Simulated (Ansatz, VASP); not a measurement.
# One calculation of C, two programs

```
C
1.0
     0.00000    1.78337    1.78337
     1.78337    0.00000    1.78337
     1.78337    1.78337    0.00000
C
2
Cartesian
  2.6751 2.6751 2.6751
  1.7834 1.7834 1.7834
```

This isn't the form of C at room conditions, which is graphite.

Alike in both runs: task single point; functional RPBE; k mesh 13 × 13 × 13; occupations fermi-dirac, width 0.05 eV; no spin polarisation.

```csv
,VASP,Ansatz
version,VASP 6.6.1,Ansatz 0.2.0
potentials or method,"VASP PAW PBE potentials, release 64 (C)",Ansatz PAW
plane-wave cutoff (eV),520,420
valence electrons in the cell,8,8
```

Ansatz gave:

| Property | Result |
| --- | --- |
| gap on the k mesh at the Fermi level (eV) | 4.15 |
| least direct gap on the mesh (eV) | 5.60 |
| pressure (GPa) | 7.9 |

**Question.** What did VASP give for the same quantities?

**Answer.** gap on the k mesh at the Fermi level (eV): 4.14; least direct gap on the mesh (eV): 5.59; pressure (GPa): 8.5.

Caveats: the PAW data sets were made with another functional, which shifts forces and pressure a little (VASP); an odd mesh through Γ misses points on the zone boundary, where band edges often lie (VASP); odd divisions of the mesh miss points on the zone boundary, where band edges often lie, so the gap on the mesh can be too wide (Ansatz); the pressure holds a Pulay correction of +0.9 GPa for the finite cutoff (Ansatz); the PAW data sets come from PBE, with cores solved anew for the run's functional, which leaves a small shift of forces and pressure (Ansatz).
